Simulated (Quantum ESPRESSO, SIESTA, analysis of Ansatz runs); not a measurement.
# B_i (4-fold void) in BAs (F-43m): levels and formation energies (SIESTA), part 2 of 3

Question: at which Fermi levels does B_i (4-fold void) in BAs (F-43m) change its charge? Model: a cell of 54 host atoms with 1 B put in.

SIESTA 5.4.2; SIESTA numerical-orbital DFT, PBEsol, DZP basis, PseudoDojo 0.4.1 potentials converted to PSML; charged supercells in a uniform background, point-charge correction with alignment at far sites.

So far. Step 2 (Band edges): The gap at this level is 1.38 eV.

## 3. Relaxing each charge state

Level of this step: SIESTA numerical-orbital DFT, PBEsol, DZP basis, PseudoDojo 0.4.1 potentials converted to PSML; relaxation of all atoms of a defect supercell (SIESTA).

Each state starts from the atoms near the defect displaced at random, so that no symmetry of the ideal site is imposed. An odd electron count needs spin polarisation, and the total moment is held fixed to keep the state apart from its neighbours in spin. Charge 0 is shown in full.

Input file defect.fdf:

```
SystemName                      B28As27
SystemLabel                     defect
NumberOfSpecies                 2
NumberOfAtoms                   55
%block ChemicalSpeciesLabel
  1    5 B
  2   33 As
%endblock ChemicalSpeciesLabel
LatticeConstant                 1.0 Ang
%block LatticeVectors
     0.006642000     7.229880000     7.229880000
     7.229880000     0.006642000     7.229880000
     7.229880000     7.229880000     0.006642000
%endblock LatticeVectors
AtomicCoordinatesFormat         Fractional
%block AtomicCoordinatesAndAtomicSpecies
     0.003196987     0.002550065    -0.000102149  1
     0.078182525     0.087285422     0.085503187  2
     0.002324985    -0.005961816     0.334989156  1
     0.084329615     0.086766956     0.410883572  2
     0.003269732    -0.004392127     0.664332751  1
     0.083319404     0.083319404     0.749986071  2
    -0.000802901     0.328040129     0.003407214  1
     0.080815620     0.421473134     0.084960150  2
    -0.003292788     0.329879399     0.337712274  1
     0.078179201     0.420291726     0.415519306  2
     0.000017765     0.333351099     0.666684432  1
     0.083161494     0.417690825     0.754358677  2
     0.000985013     0.670234263     0.001227363  1
     0.083319404     0.749986071     0.083319404  2
     0.000017765     0.666684432     0.333351099  1
     0.079514692     0.753254209     0.420281071  2
     0.000017765     0.666684432     0.666684432  1
     0.083319404     0.749986071     0.749986071  2
     0.333089074     0.005303549    -0.000594555  1
     0.419412550     0.084727314     0.077387146  2
     0.329050659    -0.000530188     0.338722075  1
     0.416652738     0.083319404     0.416652738  2
     0.333351099     0.000017765     0.666684432  1
     0.416652738     0.083319404     0.749986071  2
     0.331004609     0.330519037    -0.000622171  1
     0.416652738     0.416652738     0.083319404  2
     0.333351099     0.333351099     0.333351099  1
     0.421865803     0.413659426     0.413385101  2
     0.333351099     0.333351099     0.666684432  1
     0.416652738     0.416652738     0.749986071  2
     0.333351099     0.666684432     0.000017765  1
     0.416652738     0.749986071     0.083319404  2
     0.333351099     0.666684432     0.333351099  1
     0.416652738     0.749986071     0.416652738  2
     0.333351099     0.666684432     0.666684432  1
     0.416652738     0.749986071     0.749986071  2
     0.666684432     0.000017765     0.000017765  1
     0.745832049     0.087232603     0.086204934  2
     0.664177712     0.002165917     0.337825187  1
     0.754595145     0.080443295     0.412880824  2
     0.665432662    -0.004031118     0.672154915  1
     0.746923397     0.079671638     0.752192451  2
     0.661999578     0.337037089    -0.001916996  1
     0.751932052     0.414147034     0.087937057  2
     0.669006558     0.335281070     0.335073874  1
     0.754981679     0.414498785     0.412560147  2
     0.664320079     0.333618381     0.672205768  1
     0.749986071     0.416652738     0.749986071  2
     0.661653015     0.667129146    -0.000118037  1
     0.753027537     0.744282989     0.085789867  2
     0.662221432     0.671940635     0.333118409  1
     0.749986071     0.749986071     0.416652738  2
     0.666684432     0.666684432     0.666684432  1
     0.749986071     0.749986071     0.749986071  2
     0.920289251     0.250872392     0.251203283  1
%endblock AtomicCoordinatesAndAtomicSpecies
%block kgrid.MonkhorstPack
    2   0   0  0.50
    0   2   0  0.50
    0   0   2  0.50
%endblock kgrid.MonkhorstPack
XC.Functional                   GGA
XC.Authors                      PBEsol
PAO.BasisSize                   DZP
PAO.EnergyShift                 0.005 Ry
Mesh.Cutoff                     300 Ry
Spin                            polarized
%block DM.InitSpin
     3   0.200
     7   0.200
     9   0.200
    45   0.200
    55   0.200
%endblock DM.InitSpin
Spin.Fix                        true
Spin.Total                      1.0
OccupationFunction              FD
ElectronicTemperature           0.01 eV
MaxSCFIterations                150
SCF.MustConverge                true
SCF.Mixer.Method                Pulay
SCF.Mixer.Weight                0.1
SCF.Mixer.History               10
SCF.DM.Tolerance                3.0e-4
SCF.H.Tolerance                 3.0e-3 eV
WriteForces                     true
Charge.Mulliken                 end
SaveRho                         true
SaveElectrostaticPotential      true
Charge.Hirshfeld                end
Charge.Voronoi                  end
MD.TypeOfRun                    Broyden
MD.Steps                        90
MD.MaxForceTol                  0.04 eV/Ang
MD.MaxDispl                     0.15 Ang
WriteCoorStep                   true
AtomCoorFormatOut               Fractional
```

The run is started by

```bash
$ OMP_NUM_THREADS=1 siesta defect.fdf > defect.out
```

The log of the run:

```text
Version         : 5.4.2

                           ***********************
                           *  WELCOME TO SIESTA  *
                           ***********************

[...]
reinit: Reading from file defect.fdf

reinit: -----------------------------------------------------------------------
reinit: System Name: B28As27
reinit: -----------------------------------------------------------------------
reinit: System Label: defect
reinit: -----------------------------------------------------------------------

[...]
initatom: Reading input for the pseudopotentials and atomic orbitals ----------
Species number:   1 Atomic number:    5 Label: B
Species number:   2 Atomic number:   33 Label: As

[... pseudopotential checks and orbital generation ...]

prinput: Basis input

PAO.BasisType split

%block ChemicalSpeciesLabel
    1    5 B                       # Species index, atomic number, species label
    2   33 As                      # Species index, atomic number, species label
%endblock ChemicalSpeciesLabel

%block PAO.Basis                 # Define Basis set
# WARNING: This information might be incomplete!
B                     2                    # Species label, number of l-shells
 n=2   0   2                         # n, l, Nzeta
   5.715      3.824
   1.000      1.000
 n=2   1   2 P   1                   # n, l, Nzeta, Polarization, NzetaPol
   7.067      4.748
   1.000      1.000
As                    4                    # Species label, number of l-shells
 n=4   0   2                         # n, l, Nzeta
   5.233      3.543
   1.000      1.000
 n=4   1   2                         # n, l, Nzeta
   6.885      4.743
   1.000      1.000
 n=3   2   1                         # n, l, Nzeta
   2.743
   1.000
 n=4   2   1                         # n, l, Nzeta
   6.885
   1.000
%endblock PAO.Basis

prinput: ----------------------------------------------------------------------

coor:   Atomic-coordinates input format  =     Fractional

[...]
siesta: System type = bulk

initatomlists: Number of atoms, orbitals, and projectors:     55   850   710

[... echo of the settings ...]

siesta: k-grid: Number of k-points = 4
siesta: k-points from Monkhorst-Pack grid
siesta: k-cutoff (effective) =    10.215 Ang
siesta: k-point supercell and displacements
siesta: k-grid:     2     0     0      0.500
siesta: k-grid:     0     2     0      0.500
siesta: k-grid:     0     0     2      0.500

diag: Algorithm                                     = D&C
diag: Absolute tolerance                            =  0.100E-15
diag: Orthogonalization factor                      =  0.100E-05

superc: Internal auxiliary supercell:     3 x     3 x     3  =      27
superc: Number of atoms, orbitals, and projectors:   1485  22950  19170

                     ====================================
                        Begin Broyden opt. move =      0
                     ====================================

[...]
superc: Internal auxiliary supercell:     3 x     3 x     3  =      27
superc: Number of atoms, orbitals, and projectors:   1485  22950  19170

outcell: Unit cell vectors (Ang):
        0.006642    7.229880    7.229880
        7.229880    0.006642    7.229880
        7.229880    7.229880    0.006642

outcell: Cell vector modules (Ang)   :   10.224597   10.224597   10.224597
outcell: Cell angles (23,13,12) (deg):     59.9392     59.9392     59.9392
outcell: Cell volume (Ang**3)        :    754.7869
[...]
Initializing Density Matrix...

[...]
DM filled with atomic data (user-defined):

InitMesh: MESH = 90 x 90 x 90 = 729000
InitMesh: Mesh cutoff (required, used) =   300.000   320.913 Ry

[...]
iscf     Eharris(eV)        E_KS(eV)     FreeEng(eV)     dDmax     Ef_up Ef_dn(eV) dHmax(eV)
   scf:    1   -79862.015296   -80019.737015   -80019.737100  0.893551 -3.614468 -4.651342  4.076830
[...]
scf:    2   -80034.106516   -80027.228473   -80027.228706  0.052926 -3.547820 -4.577645  2.901396
[...]
scf:    3   -80042.357372   -80037.230840   -80037.234713  0.180303 -3.329856 -4.336998  0.691163
[...]
scf:    4   -80037.390686   -80037.345349   -80037.349690  0.024005 -3.289549 -4.288609  0.213074
[...]
scf:    5   -80037.368886   -80037.358784   -80037.362976  0.004438 -3.281617 -4.279386  0.122088
[...]
scf:    6   -80037.371985   -80037.366121   -80037.370282  0.006114 -3.264310 -4.255273  0.068023
[...]
scf:    7   -80037.375772   -80037.372238   -80037.376361  0.003060 -3.264726 -4.252600  0.049976
[...]
scf:    8   -80037.373437   -80037.372912   -80037.377077  0.003761 -3.258646 -4.240670  0.030550
[...]
scf:    9   -80037.373364   -80037.373166   -80037.377304  0.000687 -3.259398 -4.240676  0.013071
[...]
scf:   10   -80037.373254   -80037.373227   -80037.377368  0.000483 -3.259096 -4.238792  0.022781
[...]
spin moment: {S} , |S| = {        0.0        0.0    1.00000 }     1.00000

SCF Convergence by DM+H criterion
max |DM_out - DM_in|         :     0.0001521919
max |H_out - H_in|      (eV) :     0.0018449225
SCF cycle converged after 13 iterations

Using DM_out to compute the final energy and forces

siesta: E_KS(eV) =           -80037.3733

siesta: E_KS - E_eggbox =    -80037.3733

siesta: Atomic forces (eV/Ang):
[... rows ...]
[...]
Number of DMs in history: 1
 DM extrapolation coefficients:
1   1.00000
New DM after history re-use:

[...]
iscf     Eharris(eV)        E_KS(eV)     FreeEng(eV)     dDmax     Ef_up Ef_dn(eV) dHmax(eV)
   scf:    1   -80039.115811   -80039.166402   -80039.166438  0.018533 -3.349244 -4.294159  0.195270
[...]
scf:    2   -80039.054322   -80039.132404   -80039.132412  0.021852 -3.388436 -4.345388  0.838155
[...]
scf:    3   -80039.174600   -80039.168311   -80039.168338  0.017798 -3.356097 -4.303416  0.009601
[...]
scf:    4   -80039.168381   -80039.168358   -80039.168385  0.000381 -3.356131 -4.303418  0.003135
[...]
scf:    5   -80039.168361   -80039.168360   -80039.168387  0.000044 -3.356232 -4.303634  0.002972
     spin moment: {S} , |S| = {        0.0        0.0    1.00000 }     1.00000

SCF Convergence by DM+H criterion
[...]
SCF cycle converged after 5 iterations

[...]
siesta: E_KS(eV) =           -80039.1684

siesta: Atomic forces (eV/Ang):
     1    0.000167    0.020207   -0.011769
     2    0.007640    0.005485   -0.012706
     3    0.023941   -0.003755    0.018428
     4    0.007396    0.000985   -0.003686
     5    0.007557   -0.000222    0.000655
     6    0.004531    0.011743   -0.002103
     7   -0.017967    0.006504    0.003608
     8   -0.016872    0.006640   -0.004512
     9   -0.007319    0.010175    0.008215
    10   -0.001028    0.010698    0.004428
[...]
51   -0.006793    0.002667   -0.000674
    52   -0.004897    0.015172   -0.006890
    53    0.013461    0.004839   -0.000395
    54    0.004912   -0.005424    0.017985
    55    0.010648   -0.036768   -0.009136
   Tot   -0.015866   -0.014695   -0.003496
   Max    0.036768
   Res    0.009795    sqrt( Sum f_i^2 / 3N )
   Max    0.036768    constrained

Stress tensor Voigt[x,y,z,yz,xz,xy] (kbar):      -17.90      -17.84      -17.94        2.56        2.26        2.66
[...]
outcoor: Relaxed atomic coordinates (fractional):
   -0.00030882   -0.00081829   -0.00164233   1       1  B
    0.08913846    0.07751213    0.07844155   2       2  As
   -0.00418727    0.01273769    0.32950511   1       3  B
    0.08969953    0.07615727    0.42334379   2       4  As
    0.00008326   -0.00210848    0.67039000   1       5  B
    0.08306008    0.08402897    0.74989005   2       6  As
   -0.00642812    0.32780095    0.01845580   1       7  B
    0.08963744    0.42413750    0.07680561   2       8  As
   -0.00666905    0.32705989    0.32794299   1       9  B
    0.08221177    0.41658863    0.41662715   2      10  As
   -0.00010325    0.33380276    0.66686917   1      11  B
    0.08256147    0.41551099    0.75270835   2      12  As
   -0.00036452    0.67099221   -0.00138366   1      13  B
    0.08288721    0.75075691    0.08404500   2      14  As
   -0.00036317    0.66684529    0.33397384   1      15  B
    0.08261837    0.75088947    0.41706163   2      16  As
    0.00000378    0.66567271    0.66742080   1      17  B
    0.08336361    0.74966538    0.75034154   2      18  As
    0.33646552   -0.00164461   -0.00175304   1      19  B
    0.41659204    0.08339796    0.08339642   2      20  As
[...]
0.74245734    0.42335658    0.42448721   2      46  As
    0.66447940    0.33292124    0.67129773   1      47  B
    0.75002028    0.41680817    0.75032951   2      48  As
    0.66420827    0.66985883   -0.00106477   1      49  B
    0.74954684    0.74998331    0.08394846   2      50  As
    0.66436292    0.67032297    0.33405728   1      51  B
    0.74976681    0.75038960    0.41712903   2      52  As
    0.66623168    0.66660732    0.66693785   1      53  B
    0.74993163    0.74919227    0.75058082   2      54  As
    0.91875241    0.25531223    0.25095345   1      55  B

[...]
siesta: Final energy (eV):
siesta:  Band Struct. =  -13506.047348
siesta:       Kinetic =   57416.280335
siesta:       Hartree =   22510.268834
[...]
siesta:         Exch. =  -17120.324283
siesta:         Corr. =   -1083.313926
[...]
siesta:   Exch.-corr. =  -18203.638208
siesta:  Ion-electron = -103104.178563
siesta:       Ion-ion =  -38657.900758
[...]
siesta:         Total =  -80039.168360
siesta:      Fermi_up =      -3.356232
siesta:      Fermi_dn =      -4.303634

siesta: Stress tensor (static) (eV/Ang**3):
siesta:    -0.011174    0.001663    0.001411
siesta:     0.001663   -0.011132    0.001599
siesta:     0.001411    0.001599   -0.011197

siesta: Cell volume =        754.786943 Ang**3

siesta: Pressure (static):
siesta:                Solid            Molecule  Units
siesta:           0.00012163          0.00012397  Ry/Bohr**3
siesta:           0.01116751          0.01138201  eV/Ang**3
siesta:          17.89231597         18.23598994  kBar

[...]
mulliken: Qtot =      245.000

[...]
mulliken: Qtot =      244.000

Mulliken Atomic Populations:
Atom #   charge [q] valence [e]      Sz [e]  Species
     1    -0.246678    3.246678    0.016084  B
     2     0.239179   14.760821    0.027273  As
     3    -0.201867    3.201867    0.030821  B
     4     0.259691   14.740309    0.030351  As
     5    -0.249682    3.249682    0.012937  B
     6     0.239136   14.760864    0.004203  As
     7    -0.227818    3.227818    0.039059  B
     8     0.276777   14.723223    0.033691  As
     9    -0.250579    3.250579    0.054993  B
    10     0.202913   14.797087    0.030963  As
    11    -0.250468    3.250468    0.008441  B
    12     0.203031   14.796969    0.023608  As
    13    -0.251489    3.251489    0.013622  B
    14     0.238605   14.761395    0.005331  As
    15    -0.249797    3.249797    0.007194  B
    16     0.212385   14.787615    0.016859  As
    17    -0.248239    3.248239    0.003519  B
    18     0.236561   14.763439    0.007472  As
    19    -0.248988    3.248988    0.014688  B
    20     0.221473   14.778527    0.001331  As
[...]
46     0.271403   14.728597    0.032167  As
    47    -0.250436    3.250436    0.013698  B
    48     0.238460   14.761540    0.004848  As
    49    -0.250085    3.250085    0.014630  B
    50     0.220779   14.779221    0.001452  As
    51    -0.250970    3.250970    0.013099  B
    52     0.238743   14.761257    0.004965  As
    53    -0.247163    3.247163    0.003192  B
    54     0.238933   14.761067    0.005853  As
    55     0.274085    2.725915    0.272370  B
 Total    -0.000000                1.000000

[...]
Job completed
```

It took 89 min on 1 MPI rank of Intel Xeon Platinum 8375C at 2.90GHz (Ice Lake), shared host; peak memory 1.4 GiB.

The steps and moves of this run count from the displaced start.

Relaxation path:

```csv
step,energy less that of the first step (eV),largest force (eV/Å)
0,0.0000,3.2480
1,-1.1057,1.6751
2,-1.6222,0.6548
3,-1.7459,0.3681
4,-1.7834,0.1836
5,-1.7936,0.0675
6,-1.7951,0.0394
```

The atoms that moved most (Å):

```csv
atom,dx,dy,dz,length
B3,0.096,-0.087,0.088,0.156
As46,0.150,-0.004,-0.026,0.153
B9,-0.091,-0.095,-0.045,0.139
As4,0.013,0.129,-0.038,0.135
B7,0.107,0.068,-0.042,0.134
As44,-0.006,-0.133,-0.001,0.134
B45,-0.102,0.060,0.048,0.128
As2,-0.122,0.028,0.009,0.125
```

Neighbours of B55 at the end:

```csv
atom,distance (Å)
B9,1.865
B7,1.941
B45,1.963
B3,2.024
As8,2.455
As46,2.469
As4,2.482
As44,2.518
As2,2.532
As40,2.544
```

Energies on the run's own zero. States near gap, by row:

```csv
spin,k,band,energy (eV),filled by count
up,0,241,-5.878,1
up,0,242,-5.397,1
up,0,243,-5.026,1
up,0,244,-5.018,1
up,0,245,-3.73,1
up,0,246,-3.283,0
up,0,247,-3.236,0
up,0,248,-3.009,0
up,0,249,-2.944,0
up,1,241,-5.97,1
up,1,242,-5.631,1
up,1,243,-5.4,1
up,1,244,-4.733,1
up,1,245,-3.478,1
up,1,246,-3.179,0
up,1,247,-2.866,0
up,1,248,-2.808,0
up,1,249,-2.392,0
down,0,240,-5.954,1
down,0,241,-5.853,1
down,0,242,-5.231,1
down,0,243,-5.009,1
down,0,244,-5,1
down,0,245,-3.576,0
down,0,246,-3.222,0
down,0,247,-3.184,0
down,0,248,-2.98,0
down,1,240,-6.204,1
down,1,241,-5.953,1
down,1,242,-5.61,1
down,1,243,-5.383,1
down,1,244,-4.59,1
down,1,245,-3.318,0
down,1,246,-3.089,0
down,1,247,-2.782,0
down,1,248,-2.702,0
```

Spin density in the ac plane at fractional y = 0.250, through the centre, with atoms of B within 0.45 Å of it.

Values in units of 1e-2 e/Å³, 13 rows by 16 columns, each cell a mean:
```
0.2 0.3 0.2 0.1 0.0 0.0 0.0 0.0 0.0 0.1 0.1 0.1 0.0 0.0 0.0 0.1
0.0 0.0 0.0 0.0 0.0 0.0 0.0 0.1 0.1 0.0 0.0 0.0 0.0 0.0 0.0 0.0
0.0 0.0 0.1 0.0 0.0 0.0 0.0 0.0 0.1 0.0 0.0 0.0 0.0 0.0 0.0 0.1
0.0 0.0 0.0 0.0 0.0 0.0 0.0 0.0 0.0 0.0 0.0 0.0 0.0 0.0 0.0 0.0
0.0 0.1 0.1 0.1 0.0 0.0 0.0 0.0 0.0 0.0 0.0 0.0 0.0 0.1 0.1 0.1
0.1 0.0 0.0 0.1 0.1 0.0 0.0 0.0 0.0 0.0 0.0 0.0 0.0 0.1 0.1 0.1
0.1 0.0 0.0 0.0 0.1 0.1 0.0 0.1 0.0 0.1 0.2 0.1 0.0 0.1 0.1 0.2
0.3 0.2 0.0 0.0 0.0 0.1 0.0 0.0 0.0 0.1 0.3 0.1 0.2 0.4 0.4 0.2
1.0 0.3 0.2 0.1 0.1 0.0 0.0 0.1 0.0 0.0 0.2 0.2 1.5 3.3 4.4 3.8
2.9 0.2 0.1 0.1 0.1 0.1 0.0 0.0 0.1 0.0 0.1 0.1 0.9 5.0 8.2 7.4
2.4 0.4 0.1 0.1 0.1 0.1 0.0 0.0 0.0 0.0 0.0 0.0 0.0 1.0 5.2 6.6
1.2 0.2 0.1 0.0 0.0 0.1 0.0 0.0 0.0 0.0 0.0 0.0 0.0 0.0 0.4 1.7
0.2 0.1 0.1 0.0 0.0 0.0 0.0 0.0 0.0 0.1 0.1 0.0 0.0 0.0 0.0 0.1
```
Columns run along a (10.2 Å), rows up along c (10.2 Å). Atoms in or near the plane, at fractional coordinates: B at (0.92, 0.25).

(Part 2 of 3 ends here.)

[Logs are printed without paths, hosts, clocks, repeated set-up lines and the standing remarks that a program may print on its own settings, such as how far it seeks lower states.]

[Hosts, paths, dates, database ids (printed as entryN), source tags and the programs' standing remarks are cut or masked in the printed files.]

[For some hosts the program warned that the k-mesh of the response run may be too coarse for force constants and the static dielectric constant; such warnings are not shown here.]

[Charge tables in the logs are Mulliken or Hirshfeld populations, whose sizes and signs can differ; where basis functions stand at a vacancy, SIESTA counts their charge against the missing atom's valence.]

[In relaxation paths of CP2K, step 0 can be the structure after the first move, since the trajectory file begins there, and the last row can be the final structure solved once more.]
